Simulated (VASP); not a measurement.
**BaZrO3: dielectric tensor with PBEsol**

BaZrO3:

```xyz
5
Lattice="4.1894 0.0000 0.0000 0.0000 4.1894 0.0000 0.0000 0.0000 4.1894" Properties=species:S:1:pos:R:3 pbc="T T T"
Ba    0.0000    0.0000    0.0000
Zr    2.0947    2.0947    2.0947
O     0.0000    2.0947    2.0947
O     2.0947    0.0000    2.0947
O     2.0947    2.0947    0.0000
```

```yaml
Program: VASP 6.6.1
Task: dielectric tensor
Functional: PBEsol
Potentials_or_basis: VASP PAW PBE potentials, release 64 (Ba_sv, Zr_sv, O)
Cutoff: 600 eV
k_mesh: 8 × 8 × 8
Occupations: gaussian, width 0.03 eV
Spin: no spin polarisation
Monkhorst-Pack_mesh: yes
Further_INCAR_settings: ALGO = Normal; EDIFF = 1e-08
```

The electronic dielectric tensor (diagonal) is 4.94 and the born charges (mean of the diagonal) is Ba +2.73; Zr +6.12; O -2.95 e.

Levels at points of the mesh, in eV from the valence-band top:
```tsv
k point	band 18	band 19	band 20	band 21	band 22	band 23
(0.06, 0.06, 0.06)	-0.38	-0.29	-0.29	3.34	3.36	3.36
```

Electronic dielectric tensor:
```
4.94 0.00 0.00
0.00 4.94 0.00
0.00 0.00 4.94
```

Born effective charge tensors (e):
atom 1, Ba
```
2.73 0.00 0.00
0.00 2.73 0.00
0.00 0.00 2.73
```
atom 2, Zr
```
6.12 0.00 0.00
0.00 6.12 0.00
0.00 0.00 6.12
```
atom 3, O
```
-4.83  0.00  0.00
 0.00 -2.01  0.00
 0.00  0.00 -2.01
```
atom 4, O
```
-2.01  0.00  0.00
 0.00 -4.83  0.00
 0.00  0.00 -2.01
```
atom 5, O
```
-2.01  0.00  0.00
 0.00 -2.01  0.00
 0.00  0.00 -4.83
```

Run time: 10 min on 2 MPI ranks on Intel(R) Xeon(R) Platinum 8259CL CPU @ 2.50GHz (Skylake/Cascade Lake), on a shared host, peak memory 0.42 GiB a rank.

 The run has no spin-orbit coupling, so splittings on Ba are missing.
